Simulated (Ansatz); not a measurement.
The system is Hf2S.

```
CELL_PARAMETERS angstrom
3.37427 0.00000 0.00000
-1.68714 2.92221 0.00000
0.00000 0.00000 11.71741
ATOMIC_POSITIONS crystal
Hf 0.33333 0.66667 0.10019
Hf 0.66667 0.33333 0.60019
Hf 0.33333 0.66667 0.39981
Hf 0.66667 0.33333 0.89981
S 0.00000 0.00000 0.25000
S 0.00000 0.00000 0.75000
```

The cell comes from a database or a generator and needn't be the stable form of this composition.

Base run:

```yaml
Program: Ansatz 0.2.0
Functional: r2SCAN
Potentials_or_basis: Ansatz PAW
Cutoff: "500 eV (not typed: the program's choice for these potentials)"
k_mesh: 9 × 9 × 3
Occupations: fermi-dirac, width 0.05 eV
Spin: no spin polarisation
```

Its results: band gap on the k mesh none (metal or under the smearing width); pressure 0.9 GPa.

Question: The run is repeated on the same cell with these changes: functional from r2SCAN to LDA; cutoff from 500 eV (not typed: the program's choice for these potentials) to 420 eV (not typed: the program's choice for these potentials). What comes out?

Answer: Band gap on the k mesh none (metal or under the smearing width); pressure -6.3 GPa.

Caveats: spin-orbit coupling is left out, which moves the levels of the heavy elements; the PAW data sets come from PBE, with cores solved anew for the run's functional, which leaves a small shift of forces and pressure.
